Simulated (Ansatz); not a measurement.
Here is an Ansatz 0.2.0 calculation.

Contents of input.yaml:

```yaml
crystal:
  lattice:
    - [-1.5765401831, 1.5765401831, 2.7119384313]
    - [1.5765401831, -1.5765401831, 2.7119384313]
    - [1.5765401831, 1.5765401831, -2.7119384313]
  atoms:
    - { symbol: Sb, position: [0.0, 0.0, 0.0] }
hamiltonian:
  xc: pbe
  pseudopotentials: { kind: paw }
kpoints:
  mp_grid: { grid: [12, 12, 12] }
scf:
  occupations: { method: gaussian, width: 0.022 }
output:
  forces: true
  stress: true
  eigenvalues: true
```

Potentials or basis: Ansatz PAW.

Launch:

```sh
$ ansatz run input.yaml --threads 2 --pin off --max-ram 5632MiB --backend cpu --events-out ev --progress --plain --runs-dir out
```

(1) What does it give for the band gap on the k mesh?

(2) What does it give for the pressure?

Results:

(1) none (metal or under the smearing width).

(2) 1.8 GPa.
